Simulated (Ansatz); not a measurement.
The system is TePb.

```
Pb Te
1.0
     0.00000    3.23100    3.23100
     3.23100    0.00000    3.23100
     3.23100    3.23100    0.00000
Pb Te
1 1
Direct
  0.00000 0.00000 0.00000
  0.50000 0.50000 0.50000
```

Below is the output of Ansatz 0.2.0 for this cell. Logs are shortened: lines on timing, memory, paths and dates and some standing lists are left out, and cuts for length are marked.

```text
Warning: RAYON_NUM_THREADS=2 ignored (pool sized by the plan → 2); use --threads N
scf.n_extra_bands = 6 over 15 filled bands (N_el = 30.0): the run solves 21 bands
Engine: ansatz 0.2.0, aarch64-unknown-linux-gnu
Pseudopotentials: kind: paw
Pseudopotential: Pb, paw, valence charge 14, recommended cutoff 420 eV (normal), Pb.paw.azcp
Pseudopotential: Te, paw, valence charge 16, recommended cutoff 420 eV (normal), Te.paw.azcp
Functional definition: unnamed
  exchange = slater_x
  correlation = vwn5_c
Crystal: 2 atoms, lattice volume = 67.459 Å³
Basis set: ecut = 420 eV, 1363 PW (Γ)
Bands: 21, of which v1, the nominal top of the filled ones, is band 15 counted from 1 (14 counted from 0)
Symmetry: 48 space group operations
Space group: Fm-3m (ITA 225), of the structure as read, at distance tolerance 4.1e-5 Å
k-points: 20 of 343
Non-local potential: Pb, projectors of the file, l = 0: 2, l = 1: 2, l = 2: 2, l = 3: 2
Non-local potential: Te, projectors of the file, l = 0: 2, l = 1: 2, l = 2: 2, l = 3: 2
PAW form: soft (Blöchl's): semilocal exchange-correlation on the pseudo side does not see the compensation charge
PAW frozen core: Pb, regenerated for the run's functional, and the local potential with it (the file was generated under x = pbe(κ = 0.804, μ = 0.2195149727645171), c = pbe(β = 0.06672455060314922))
PAW frozen core: Te, regenerated for the run's functional, and the local potential with it (the file was generated under x = pbe(κ = 0.804, μ = 0.2195149727645171), c = pbe(β = 0.06672455060314922))
PAW one-centre angular grid: Pb, 590 points (default); XC on 64 Gauss nodes
PAW one-centre angular grid: Te, 590 points (default); XC on 64 Gauss nodes
Initial density: superposition of atomic densities (neutral atoms: chi_scale 0, normalization atom), corrected by the library's trained network
Initial wavefunctions: pseudopotential atomic-orbital guess
Functional: x = slater, c = vwn5
SCF iter   1: F=—  HF=-18431.771640 eV  |F-HF|=—  |Δ(HF+E_count)|=         —  Δρ=4.23e-3  dr2=7.21e-3  ethr=1.77e-3  ⟨swp⟩=7.2  Hψ=2255  notcnv=0
preconditioner: auto → none  [insulator: Δε(μ)=0.935 eV  Ē_g=16.199 eV  σ=0.050 eV  W_gap=1.00  n_scr=14 (ndim 8)  ℏωp=20.2 eV  f_vac=0.014  D(μ)=0.00/eV (n_scr^D=0)  ε∞_Penn≈2.6]
SCF iter   2: F=—  HF=-18431.767229 eV  |F-HF|=—  |Δ(HF+E_count)|=   4.41e-3  Δρ=1.87e-3  dr2=1.19e-3  ethr=2.40e-5  ⟨swp⟩=2.3  Hψ=820  notcnv=0  defer=6
SCF iter   3: F=—  HF=-18431.767078 eV  |F-HF|=—  |Δ(HF+E_count)|=   1.51e-4  Δρ=5.34e-4  dr2=4.10e-4  ethr=3.97e-6  ⟨swp⟩=2.0  Hψ=589  notcnv=0  defer=6
SCF iter   4: F=—  HF=-18431.766950 eV  |F-HF|=—  |Δ(HF+E_count)|=   1.28e-4  Δρ=1.60e-4  dr2=1.24e-5  ethr=1.37e-6  ⟨swp⟩=2.3  Hψ=512  notcnv=0  defer=6
SCF iter   5: F=—  HF=-18431.766951 eV  |F-HF|=—  |Δ(HF+E_count)|=   1.12e-6  Δρ=5.57e-5  dr2=2.28e-6  ethr=4.12e-8  ⟨swp⟩=2.0  Hψ=693  notcnv=0  defer=6
SCF iter   6: F=-18431.766949 eV  HF=-18431.766949 eV  |F-HF|=7.18e-8  |Δ(HF+E_count)|=   1.38e-6  Δρ=1.01e-5  dr2=8.19e-8  ethr=3.33e-10  ⟨swp⟩=7.8  Hψ=2496  notcnv=0
SCF 1 converged in 6 iterations: F = -18431.766949 eV  dr2 = 8.19e-8
  greatest PAW one-centre occupation: 0.999 electrons in one spin orbital (limit 2), on the Te atom at site 1 (counted from 0), in its partial waves of l = 2
NSCF: frozen V_eff on 142 k-points
SCF converged after 6 iterations
Free energy (F): -18431.766949 eV
Harris-Foulkes:  -18431.766949 eV  (|F-HF|=7.18e-8)
Internal energy: -18431.766945 eV  (E = F + TS)
E sigma→0 (E₀):  -18431.766947 eV
Entropy (-TS):   -0.000005 eV (-0.002 meV/atom)
Fermi energy:    8.705336 eV
--- Per-component energies (eV) ---
  E_band       = -325.303532
  E_kinetic    = 469.901338
  E_local      = -2396.584929  (includes V_loc(G=0)·N_el)
  E_nonlocal   = 49.421792
  E_hartree    = 1253.954473
  E_xc         = -343.486836
  E_vxc        = -238.852527  (∫ρ·V_xc dr)
  E_paw        = -14612.655487  (= ΣΔE_a)
  E_vpaw       = -717.116077  (= ΣTr[D̂ρ^β])
  E_aug_tail   = -0.000162  (compensation charges beyond the density's cutoff)
  E_ewald      = -2852.919164
  E_core_change = 0.602032  (= ΣΔE_core)
  E_smearing   = -0.000005  (= −TS)
  E_closure    = 0.000000  (closes the sum)
  Σ components = -18431.766949   (vs F -18431.766949, Δ=0.00e0)
--- Forces (eV/Å), atoms counted from 1 ---
  atom   1  Pb    -0.00000000     0.00000000    -0.00000000
  atom   2  Te     0.00000000     0.00000000     0.00000000
  max |Σ_I F_I| component: 4.04e-29 eV/Å
--- Stress (GPa, compression-positive) ---
       -1.766799      -0.000000      -0.000000
       -0.000000      -1.766799       0.000000
       -0.000000       0.000000      -1.766799
  P = ⅓ Tr σ = -1.7668 GPa (-17.668 kbar)
--- Band table (eV; the first three rows and the last of 20) ---
  k-point 0: bands = ["-27.7208", "-27.7208", "-27.7143", "-27.7143", "-27.7143", "-8.2713", "-8.2713", "-8.2581", "-8.2581", "-8.2581", "-3.7249", "2.6121", "7.0191", "7.0191", "7.0191", "12.3473", "12.3473", "12.3473", "14.2018", "14.2018", "14.2018"]
  k-point 1: bands = ["-27.7207", "-27.7207", "-27.7143", "-27.7142", "-27.7142", "-8.2739", "-8.2739", "-8.2577", "-8.2553", "-8.2553", "-3.5515", "2.0769", "7.0730", "7.0730", "7.3061", "11.4044", "11.6307", "11.6307", "13.9905", "14.5809", "14.5809"]
  k-point 2: bands = ["-27.7207", "-27.7207", "-27.7142", "-27.7140", "-27.7140", "-8.2806", "-8.2806", "-8.2567", "-8.2480", "-8.2480", "-3.0618", "0.9372", "7.2390", "7.2390", "7.7949", "10.0955", "10.4837", "10.4837", "14.5180", "15.6128", "15.6128"]
  k-point 19: bands = ["-27.7209", "-27.7205", "-27.7141", "-27.7138", "-27.7135", "-8.3159", "-8.2740", "-8.2538", "-8.2465", "-8.2333", "-1.9371", "0.2312", "4.4569", "5.0844", "7.6801", "10.2266", "13.0181", "13.8127", "14.4512", "15.6404", "18.7417"]
```

What input gives this log?

Band structure with SVWN5, no spin polarisation. The files as run (others can give the same):

input.yaml
```yaml
crystal:
  lattice:
    - [0.0, 3.231, 3.231]
    - [3.231, 0.0, 3.231]
    - [3.231, 3.231, 0.0]
  atoms:
    - { symbol: Pb, position: [0.0, 0.0, 0.0] }
    - { symbol: Te, position: [0.5, 0.5, 0.5] }
hamiltonian:
  xc: { exchange: slater, correlation: vwn5 }
  pseudopotentials: { kind: paw }
kpoints:
  mp_grid: { grid: [7, 7, 7] }
  band_path:
    path:
      - [[0.0, 0.0, 0.0], [0.5, 0.0, 0.5], [0.5, 0.25, 0.75], [0.375, 0.375, 0.75], [0.0, 0.0, 0.0], [0.5, 0.5, 0.5], [0.625, 0.25, 0.625], [0.5, 0.25, 0.75], [0.5, 0.5, 0.5], [0.375, 0.375, 0.75]]
      - [[0.625, 0.25, 0.625], [0.5, 0.0, 0.5]]
    npoints: 14
scf:
  occupations: { method: fermi_dirac, width: 0.05 }
  n_extra_bands: 6
output:
  forces: true
  stress: true
  eigenvalues: true
  fatbands: true
```

Potentials or basis: Ansatz PAW.
The run is started by
```console
$ ansatz run input.yaml --threads 2 --pin off --max-ram 5120MiB --backend cpu --events-out ev --progress --plain --runs-dir out
```

Caveat: this odd mesh misses L, where the gap lies, so gap, dielectric constants and Born charges aren't listed; spin-orbit coupling is left out, which moves the levels of the heavy elements; the PAW data sets come from PBE, with cores solved anew for the run's functional, which leaves a small shift of forces and pressure.
